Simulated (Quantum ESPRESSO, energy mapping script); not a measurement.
# Spin model of NiHO2 monolayer from collinear orders

Wanted: the magnetic order of NiHO2 monolayer, its couplings and an estimate of its ordering temperature, by PBE+U (6.9 eV), QE, GBRV.

Program: Quantum ESPRESSO 7.5. Level of theory: PBE with U = 6.9 eV on Ni d, ortho-atomic projectors; plane waves, U on orthogonalised atomic orbitals unless named otherwise, collinear spin, no spin–orbit coupling. Results are calculated unless marked as measured.

This is a report of a sequence of runs, with most program output left out.

### Step 1. The structure

The cell holds 4 atoms: 1 Ni, 2 O and 1 H. Its edges and angles: a = 2.979 Å, b = 2.979 Å, c = 17.990 Å, α = 90.0°, β = 90.0°, γ = 120.0°. It derives from NiHO2. one layer cut from the bulk crystal, unrelaxed, 15 A of vacuum. Vacuum lies along c.

The cell comes from a database of computed structures, and need not be the one that the compound takes in experiment.

A Hubbard U penalises fractional filling of the shell. It raises the cost of virtual hops to the neighbours, so couplings that rest on such hops usually weaken. These runs use Quantum ESPRESSO.

### Step 2. Probe run

One run in the crystal's own cell, under PBE with U = 5.1 eV on Ni d, ortho-atomic projectors, Quantum ESPRESSO with GBRV potentials, shows which elements keep a moment. Transition or f elements with 0.3 μB or more enter the spin model; moments induced on other atoms do not.

The input, pw.in:

```
&control
  calculation = 'scf'
  prefix = 'pw'
  outdir = './tmp/'
  pseudo_dir = './pseudo/'
  verbosity = 'low'
/
&system
  ibrav = 0
  nat = 4
  ntyp = 3
  ecutwfc = 45
  ecutrho = 360
  nbnd = 25
  occupations = 'smearing'
  smearing = 'fd'
  degauss = 0.00367493
  nspin = 2
  starting_magnetization(1) = 0.1111
/
&electrons
  conv_thr = 1.0e-08
  electron_maxstep = 120
  mixing_beta = 0.3
  mixing_mode = 'plain'
/
ATOMIC_SPECIES
  Ni 58.6934 Ni.upf
  O 15.9990 O.upf
  H 1.0080 H.upf
CELL_PARAMETERS angstrom
  2.97855914 0.00000029 0.00000000
  -1.48927982 2.57950774 0.00000000
  0.00000000 0.00000000 17.99039200
ATOMIC_POSITIONS crystal
  Ni 0.66666700 0.33333300 0.47201400
  O 0.00000033 0.99999967 0.41688900
  O 0.33333367 0.66666633 0.52845400
  H 0.33333367 0.66666633 0.58311100
K_POINTS automatic
  8 8 1 0 0 0
HUBBARD {ortho-atomic}
U Ni-3d 5.1
```

Command:

```
$ OMP_NUM_THREADS=1 mpirun -n 8 pw.x -nk 8 -in pw.in > pw.out
```

Elapsed: 19 s, on 8 MPI ranks of Arm Neoverse V2, shared host; peak memory 1.4 GiB; 2.5 min of CPU time.

Spin moment in the sphere by atom:

```
atom  spin moment in the sphere (μB)
 Ni1                            1.34
  O2                           -0.17
  O3                            0.02
  H4                            0.00
```

The run ends ferromagnetic; Ni carries the moments.

### Step 3. Order 1: parallel, cell A of 8 atoms

The parallel order is the zero of energy for this cell and mesh.

The potential files are GBRV's for PBE; pw.x takes the functional from them.

The input, pw.in:

```
&control
  calculation = 'scf'
  prefix = 'pw'
  outdir = './tmp/'
  pseudo_dir = './pseudo/'
  verbosity = 'low'
/
&system
  ibrav = 0
  nat = 8
  ntyp = 3
  ecutwfc = 45
  ecutrho = 360
  nbnd = 46
  occupations = 'smearing'
  smearing = 'fd'
  degauss = 0.00367493
  nspin = 2
  starting_magnetization(1) = 0.1111
/
&electrons
  conv_thr = 2.0e-08
  electron_maxstep = 120
  mixing_beta = 0.3
  mixing_mode = 'plain'
/
ATOMIC_SPECIES
  Ni 58.6934 Ni.upf
  O 15.9990 O.upf
  H 1.0080 H.upf
CELL_PARAMETERS angstrom
  2.97855914 0.00000029 0.00000000
  -2.97855964 5.15901547 0.00000000
  0.00000000 0.00000000 17.99039200
ATOMIC_POSITIONS crystal
  Ni 0.66666700 0.16666650 0.47201400
  Ni 0.66666700 0.66666650 0.47201400
  O 0.00000033 0.49999983 0.41688900
  O 0.00000033 0.99999983 0.41688900
  O 0.33333367 0.33333317 0.52845400
  O 0.33333367 0.83333317 0.52845400
  H 0.33333367 0.33333317 0.58311100
  H 0.33333367 0.83333317 0.58311100
K_POINTS automatic
  12 6 1 0 0 0
HUBBARD {ortho-atomic}
U Ni-3d 6.9
```

Run time: 2.5 min. Hardware: 8 MPI ranks; peak memory 2.8 GiB.

Spin moment in the sphere by atom:

```
atom  spin moment in the sphere (μB)
 Ni1                            1.48
 Ni2                            1.48
  O3                           -0.21
  O4                           -0.21
  O5                            0.01
  O6                            0.01
  H7                            0.00
  H8                            0.00
```

The run ends ferromagnetic.

### Step 4. Order 2: compensated +−, cell A of 8 atoms

This order reverses 4 of the 6 neighbours at 2.98 Å and 4 of the 6 neighbours at 5.16 Å, counted for an average magnetic atom.

Edit pw.in of step 3 so:

```diff
@@ -10,6 +10,6 @@
   nat = 8
-  ntyp = 3
+  ntyp = 4
   ecutwfc = 45
   ecutrho = 360
-  nbnd = 46
+  nbnd = 44
   occupations = 'smearing'
@@ -19,2 +19,3 @@
   starting_magnetization(1) = 0.1111
+  starting_magnetization(2) = -0.1111
 /
@@ -27,3 +28,4 @@
 ATOMIC_SPECIES
-  Ni 58.6934 Ni.upf
+  Ni1 58.6934 Ni.upf
+  Ni2 58.6934 Ni.upf
   O 15.9990 O.upf
@@ -35,4 +37,4 @@
 ATOMIC_POSITIONS crystal
-  Ni 0.66666700 0.16666650 0.47201400
-  Ni 0.66666700 0.66666650 0.47201400
+  Ni1 0.66666700 0.16666650 0.47201400
+  Ni2 0.66666700 0.66666650 0.47201400
   O 0.00000033 0.49999983 0.41688900
@@ -46,2 +48,3 @@
 HUBBARD {ortho-atomic}
-U Ni-3d 6.9
+U Ni1-3d 6.9
+U Ni2-3d 6.9
```

Run time: 2.8 min. Hardware: 8 MPI ranks; peak memory 2.8 GiB.

Spin moment in the sphere by atom:

```
atom  spin moment in the sphere (μB)
 Ni1                            1.48
 Ni2                           -1.48
  O3                           -0.02
  O4                            0.02
  O5                            0.00
  O6                            0.00
  H7                            0.00
  H8                            0.00
```

The run ends antiferromagnetic, 108.58 meV a magnetic atom above the parallel order of its cell (energies taken at zero occupation width, not the printed F).

### Step 5. Order 3: parallel, cell B of 12 atoms

A new cell needs its own zero of energy.

The input, pw.in:

```
&control
  calculation = 'scf'
  prefix = 'pw'
  outdir = './tmp/'
  pseudo_dir = './pseudo/'
  verbosity = 'low'
/
&system
  ibrav = 0
  nat = 12
  ntyp = 3
  ecutwfc = 45
  ecutrho = 360
  nbnd = 66
  occupations = 'smearing'
  smearing = 'fd'
  degauss = 0.00367493
  nspin = 2
  starting_magnetization(1) = 0.1111
/
&electrons
  conv_thr = 3.0e-08
  electron_maxstep = 120
  mixing_beta = 0.3
  mixing_mode = 'plain'
/
ATOMIC_SPECIES
  Ni 58.6934 Ni.upf
  O 15.9990 O.upf
  H 1.0080 H.upf
CELL_PARAMETERS angstrom
  -0.00000050 5.15901576 0.00000000
  -4.46783946 7.73852321 0.00000000
  0.00000000 0.00000000 17.99039200
ATOMIC_POSITIONS crystal
  Ni 0.66666700 0.66666633 0.47201400
  Ni 0.66666700 0.99999967 0.47201400
  Ni 0.66666700 0.33333300 0.47201400
  O 0.00000033 0.33333300 0.41688900
  O 0.00000033 0.66666633 0.41688900
  O 0.00000033 0.99999967 0.41688900
  O 0.33333367 0.99999967 0.52845400
  O 0.33333367 0.33333300 0.52845400
  O 0.33333367 0.66666633 0.52845400
  H 0.33333367 0.99999967 0.58311100
  H 0.33333367 0.33333300 0.58311100
  H 0.33333367 0.66666633 0.58311100
K_POINTS automatic
  11 11 1 0 0 0
HUBBARD {ortho-atomic}
U Ni-3d 6.9
```

The job ended after 5.2 min (8 MPI ranks; peak memory 5.5 GiB; 41 min of CPU time).

The run ends ferromagnetic. For each magnetic atom its energy differs from the parallel run of the first cell by -1.38 meV, an error that one common reference would have brought in.

### Step 6. Run 4 (uncompensated ++−; cell B, 12 atoms)

This order reverses 4 of the 6 neighbours at 2.98 Å and 0 of the 6 neighbours at 5.16 Å, counted for an average magnetic atom.

Edit pw.in of step 5 so:

```diff
@@ -10,6 +10,6 @@
   nat = 12
-  ntyp = 3
+  ntyp = 4
   ecutwfc = 45
   ecutrho = 360
-  nbnd = 66
+  nbnd = 64
   occupations = 'smearing'
@@ -19,2 +19,3 @@
   starting_magnetization(1) = 0.1111
+  starting_magnetization(2) = -0.1111
 /
@@ -27,3 +28,4 @@
 ATOMIC_SPECIES
-  Ni 58.6934 Ni.upf
+  Ni1 58.6934 Ni.upf
+  Ni2 58.6934 Ni.upf
   O 15.9990 O.upf
@@ -35,5 +37,5 @@
 ATOMIC_POSITIONS crystal
-  Ni 0.66666700 0.66666633 0.47201400
-  Ni 0.66666700 0.99999967 0.47201400
-  Ni 0.66666700 0.33333300 0.47201400
+  Ni1 0.66666700 0.66666633 0.47201400
+  Ni1 0.66666700 0.99999967 0.47201400
+  Ni2 0.66666700 0.33333300 0.47201400
   O 0.00000033 0.33333300 0.41688900
@@ -50,2 +52,3 @@
 HUBBARD {ortho-atomic}
-U Ni-3d 6.9
+U Ni1-3d 6.9
+U Ni2-3d 6.9
```

Run time: 6.1 min. Hardware: 8 MPI ranks; peak memory 5.5 GiB.

The run ends ferrimagnetic, 149.65 meV a magnetic atom above the parallel order of its cell (energies taken at zero occupation width, not the printed F).

### Step 7. Run 5 (parallel; cell C, 12 atoms)

The parallel order again, as the reference for this cell.

This run holds the same structure in another cell (a 5.159 → 2.979 Å, γ 30.0 → 120.0°).

The input, pw.in:

```
&control
  calculation = 'scf'
  prefix = 'pw'
  outdir = './tmp/'
  pseudo_dir = './pseudo/'
  verbosity = 'low'
/
&system
  ibrav = 0
  nat = 12
  ntyp = 3
  ecutwfc = 45
  ecutrho = 360
  nbnd = 66
  occupations = 'smearing'
  smearing = 'fd'
  degauss = 0.00367493
  nspin = 2
  starting_magnetization(1) = 0.1111
/
&electrons
  conv_thr = 3.0e-08
  electron_maxstep = 120
  mixing_beta = 0.3
  mixing_mode = 'plain'
/
ATOMIC_SPECIES
  Ni 58.6934 Ni.upf
  O 15.9990 O.upf
  H 1.0080 H.upf
CELL_PARAMETERS angstrom
  2.97855914 0.00000029 0.00000000
  -4.46783946 7.73852321 0.00000000
  0.00000000 0.00000000 17.99039200
ATOMIC_POSITIONS crystal
  Ni 0.66666700 0.11111100 0.47201400
  Ni 0.66666700 0.44444433 0.47201400
  Ni 0.66666700 0.77777767 0.47201400
  O 0.00000033 0.33333322 0.41688900
  O 0.00000033 0.66666656 0.41688900
  O 0.00000033 0.99999989 0.41688900
  O 0.33333367 0.22222211 0.52845400
  O 0.33333367 0.55555544 0.52845400
  O 0.33333367 0.88888878 0.52845400
  H 0.33333367 0.22222211 0.58311100
  H 0.33333367 0.55555544 0.58311100
  H 0.33333367 0.88888878 0.58311100
K_POINTS automatic
  12 4 1 0 0 0
HUBBARD {ortho-atomic}
U Ni-3d 6.9
```

The job ended after 4.9 min (8 MPI ranks; peak memory 4.2 GiB; 39 min of CPU time).

The run ends ferromagnetic. For each magnetic atom its energy differs from the parallel run of the first cell by 0.00 meV, an error that one common reference would have brought in.

### Step 8. Uncompensated ++− start in cell C (12 atoms)

Reversing part of the moments probes the couplings between the two sets.

Edit pw.in of step 7 so:

```diff
@@ -10,6 +10,6 @@
   nat = 12
-  ntyp = 3
+  ntyp = 4
   ecutwfc = 45
   ecutrho = 360
-  nbnd = 66
+  nbnd = 64
   occupations = 'smearing'
@@ -19,2 +19,3 @@
   starting_magnetization(1) = 0.1111
+  starting_magnetization(2) = -0.1111
 /
@@ -27,3 +28,4 @@
 ATOMIC_SPECIES
-  Ni 58.6934 Ni.upf
+  Ni1 58.6934 Ni.upf
+  Ni2 58.6934 Ni.upf
   O 15.9990 O.upf
@@ -35,5 +37,5 @@
 ATOMIC_POSITIONS crystal
-  Ni 0.66666700 0.11111100 0.47201400
-  Ni 0.66666700 0.44444433 0.47201400
-  Ni 0.66666700 0.77777767 0.47201400
+  Ni1 0.66666700 0.11111100 0.47201400
+  Ni1 0.66666700 0.44444433 0.47201400
+  Ni2 0.66666700 0.77777767 0.47201400
   O 0.00000033 0.33333322 0.41688900
@@ -50,2 +52,3 @@
 HUBBARD {ortho-atomic}
-U Ni-3d 6.9
+U Ni1-3d 6.9
+U Ni2-3d 6.9
```

The job ended after 19 min (8 MPI ranks; peak memory 4.2 GiB).

The run was stopped unfinished when the time set aside for it ran out, so what it printed is not taken as a result.

### Step 9. The fit

Each energy difference is a sum of couplings weighted by the pairs that the order reverses. A few near shells are fitted to the differences by least squares. Energies are those extrapolated to zero occupation width, not the free energies F.

The orders that converged (zero: parallel moments in the same cell):

```
                      order  atoms  energy (meV a magnetic atom)  moments (μB)  moments kept as typed  opposed neighbours at 2.98, 5.16 Å
         parallel in cell A      8                          0.00          1.48                    yes                                0, 0
   compensated +− in cell A      8                        108.58          1.48                    yes                                4, 4
         parallel in cell B     12                          0.00          1.48                    yes                                0, 0
uncompensated ++− in cell B     12                        149.65  1.37 to 1.57                    yes                                4, 0
         parallel in cell C     12                          0.00          1.48                    yes                                0, 0
```

Couplings from the energies, with E = −Σ J e·e over ordered pairs:

```
 pair  distance (Å)  neighbours  J (meV)
Ni–Ni          2.98           6     18.7
Ni–Ni          5.16           6    -5.13
```

These orders cannot tell some unfitted shells from fitted ones: the value at 2.98 Å holds J(2.98) + J(5.96) + 2 J(7.88) and the value at 5.16 Å holds J(5.16) − J(5.96); other unfitted shells add to the values wholly or in part.

Limits of this fit: couplings between layers, chains or clusters are absent from the fit or under 2 % of the largest, so temperatures below mark short-range order; 1 of the orders did not finish or lost their signs.

In mean field these couplings order at 630 K.

### Step 10. Finite temperature

Mean field ignores fluctuations and overstates the ordering temperature, so the model is also sampled. The heat capacity peaks where order sets in.

Classical unit spins with these couplings on 30×30×1 copies of a cell that holds the lowest order (900 spins), heat-bath sweeps, cooled from random directions, 1236 sweeps to settle and 3709 measured at each temperature, averaged over 8 runs.

```
T (K)  heat capacity (k_B a spin)
 75.6                        1.02
  129                        1.07
  210                        1.31
  237                        1.34
  264                        1.29
  317                        1.24
  398                        0.97
  451                        0.81
  505                        0.72
  559                        0.58
  639                        0.47
  693                        0.41
```

The smoothed heat capacity has a broad peak at 235 K. An isotropic layer has no long-range order above 0 K, so no order parameter is shown.

### Step 11. Results

```yaml
lowest_order_tried: parallel
largest_fitted_value_a_combination_of_shells_ni_ni_at_2p98_a: 18.7 meV
ordering_temperature_mean_field: 630 K
heat_capacity_peak_monte_carlo: 235 K
```

Of the orders tried, NiHO2 monolayer prefers parallel moments under PBE+U (6.9 eV), QE, GBRV. The largest fitted value is 19 meV, at 2.98 Å. It is a combination of shells that these orders cannot split, so neither its size nor its sign can be laid on that pair alone. The orders also reverse pairs at 5.96 Å, which are not fitted, so the fitted values hold their part too. 2 energy differences fix 2 couplings with none to spare, so the fit tests nothing. In the fitted orders moments change by up to 7.5 % against the parallel run of the same cell, so the mapping is rough. Every order is gapless on its mesh at this level. In a metal exchange reaches farther, and a short model of fixed moments is less apt; where the compound is in fact an insulator, these couplings come from a wrongly metallic state. The fitted couplings above 2 % of the largest link the moments within layers only, where isotropic couplings give no order above 0 K. The peak at 235 K marks where short-range order sets in on this finite lattice; real ordering needs anisotropy.

[Logs and program files are shortened in this print: banners, set-up blocks, solver, clock and traceback lines can be left out without a mark of their own.]

[Logs are printed without paths, hosts, clocks, repeated set-up lines and the standing remarks that a program may print on its own settings, such as how far it seeks lower states.]

[Hosts, paths, dates, database ids (printed as entryN), source tags and the programs' standing remarks are cut or masked in the printed files.]

[Where a cell is said to come from a database of computed structures, the database is the Materials Project.]
